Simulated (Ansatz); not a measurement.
# Se under changes of volume

One of the cells (27.261 Å³/atom); the others are scaled copies at fixed shape and fractional positions:

```xyz
3
Lattice="4.3662 0.0000 0.0000 -2.1831 3.7812 0.0000 0.0000 0.0000 4.9536" Properties=species:S:1:pos:R:3 pbc="T T T"
Se    1.6910    2.9289    0.0000
Se   -0.4921    0.8523    3.3024
Se    0.9841    0.0000    1.6512
```

```yaml
Program: Ansatz 0.2.0
Functional: PBE
Potentials_or_basis: Ansatz PAW
Cutoff: "420 eV (not typed: the program's choice for these potentials)"
k_mesh: 7 × 7 × 6
Occupations: fermi-dirac, width 0.05 eV
Spin: no spin polarisation
```

```csv
volume (Å³/atom),energy over the lowest point (meV/atom),pressure (GPa),gap on the mesh (eV),largest force (eV/Å)
25.625,60.70,7.1,1.15,1.100
26.170,39.24,5.5,1.18,0.850
26.716,22.95,4.1,1.20,0.618
27.261,11.32,2.8,1.21,0.401
27.806,3.88,1.6,1.21,0.200
28.351,?,?,?,?
28.896,0.00,-0.4,1.16,0.164
```

Q: What does the run at 28.351 Å³/atom give?

A: Energy over the lowest point 0.24 meV/atom; pressure 0.6 GPa; gap on the mesh 1.19 eV; largest force 0.012 eV/Å.

Worked out: A Birch-Murnaghan fit of order 3 (a polynomial in V^(-2/3)) to the other rows has its minimum at 28.66 Å³/atom with B0 = V·E''(V) = 50 GPa and B' = 4.4 at fixed shape and positions, which overstates the stiffness. It gives 0.24 meV/atom at 28.351 Å³/atom, against the run's 0.24, and -dE/dV = 0.6 GPa, against 0.6. A parabola through the other rows of the gap, of slope -1.14 eV per unit of ln V there, gives 1.19 eV, against the run's 1.19.

Energies are extrapolated to zero smearing.

Caveats: odd divisions of the mesh miss points on the zone boundary, where band edges often lie, so the gap on the mesh can be too wide; forces of over 1 eV/Å show positions far from the minimum, so gaps and moduli don't describe the material at rest (some runs).

A mesh can miss the band edges. Spin-orbit coupling on Se is left out.
